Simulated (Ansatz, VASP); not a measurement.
As: VASP beside Ansatz

INCAR

```
ALGO     = Normal         # electronic algorithm
EDIFF    = 1E-7           # SCF threshold, eV
ENCUT    = 520            # plane-wave cutoff, eV
GGA      = PS             # functional
ISIF     = 2              # what is computed and relaxed
ISMEAR   = -1             # smearing method
LASPH    = T              # aspherical terms in the spheres
LCHARG   = F              # write CHGCAR
LREAL    = F              # projectors in reciprocal space
LWAVE    = F              # write WAVECAR
NBANDS   = 8              # bands
NELM     = 60             # most SCF steps
PREC     = Accurate       # precision mode
SIGMA    = 0.05           # smearing width, eV
```

Contents of KPOINTS:

```
k-points
0
Gamma
  10 10 10
```

The input POSCAR:

```
As
1.0
    2.6484890792      0.0000000000      0.0000000000
    0.0000000000      2.6484890792      0.0000000000
    0.0000000000      0.0000000000      2.6484890792
As
1
Direct
    0.5000000000      0.5000000000      0.5000000000
```

Contents of input.yaml:

```yaml
crystal:
  lattice:
    - [2.6484890792, 0.0, 0.0]
    - [0.0, 2.6484890792, 0.0]
    - [0.0, 0.0, 2.6484890792]
  atoms:
    - { symbol: As, position: [0.5, 0.5, 0.5] }
hamiltonian:
  xc: pbesol
  pseudopotentials: { kind: paw }
kpoints:
  mp_grid: { grid: [10, 10, 10] }
scf:
  occupations: { method: fermi_dirac, width: 0.05 }
output:
  forces: true
  stress: true
  eigenvalues: true
```

Change from the starting cell: volume scaled by 0.94.

Alike in both runs: task single point; functional PBEsol; k mesh 10 × 10 × 10; occupations fermi-dirac, width 0.05 eV; no spin polarisation.

```csv
,VASP,Ansatz
version,VASP 6.6.1,Ansatz 0.2.0
potentials or method,"VASP PAW PBE potentials, release 64 (As)",Ansatz PAW
plane-wave cutoff (eV),520,420
valence electrons in the cell,5,15
```

Ansatz gave:

```
gap on the k mesh at the Fermi level (eV) : none
pressure (GPa)                            : 4.4
```

What did VASP give for the same quantities?

gap on the k mesh at the Fermi level (eV): none; pressure (GPa): 4.9.

A gap of «none» marks a metal or a gap that the smearing closes. The two sets of potentials don't hold the same shells in valence.

Caveats: the PAW data sets were made with another functional, which shifts forces and pressure a little (VASP); the PAW data sets come from PBE, with cores solved anew for the run's functional, which leaves a small shift of forces and pressure (Ansatz).
